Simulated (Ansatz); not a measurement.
# PtSe$_{2}$ (P-3m1), zone-centre modes

These are results of DFT PBE, scalar-relativistic, plane waves, PAW (Ansatz), not measurements. Cutoff 420 eV, Γ-centred 8×8×8 k-points, Gaussian smearing of 0.05 eV. Spin–orbit coupling is left out, which can shift energies with elements as heavy as these. No spin polarisation.

Reference structure (relaxed at this level):

```
Pt Se
1.0
    -3.75166    0.00000    0.00000
     0.00000    6.49807    0.00000
     1.87583   -3.24903   -6.52688
Pt Se
2 4
Cartesian
  0.0000 0.0000 0.0000
  -1.8758 3.2490 0.0000
  -1.8758 -1.0830 -5.2203
  0.0000 2.1660 -5.2203
  0.0000 4.3320 -1.3066
  -1.8758 1.0830 -1.3066
```

The cell holds layers and no dispersion correction was added, so their binding is poorly described.

Harmonic modes by finite displacements of 0.02 Å, without the LO–TO term. The cell doubles the primitive one, so its zone centre also holds the primitive cell's point q = (0, 1/2, 1/2).

**Question.** At this geometry, is the structure stable against these modes?

**Answer.** Yes: no mode is imaginary beyond 10 cm⁻¹, and only the three translations lie near zero.

**Question.** List the wavenumbers in cm⁻¹.

**Answer.** 0, 0, 0, 79, 98, 158, 160, 161, 170, 170, 196, 199, 200, 207, 213, 213, 216, 222.

Cost: 1 run of about 16 core-minutes, on Arm Neoverse V2 (shared hosts).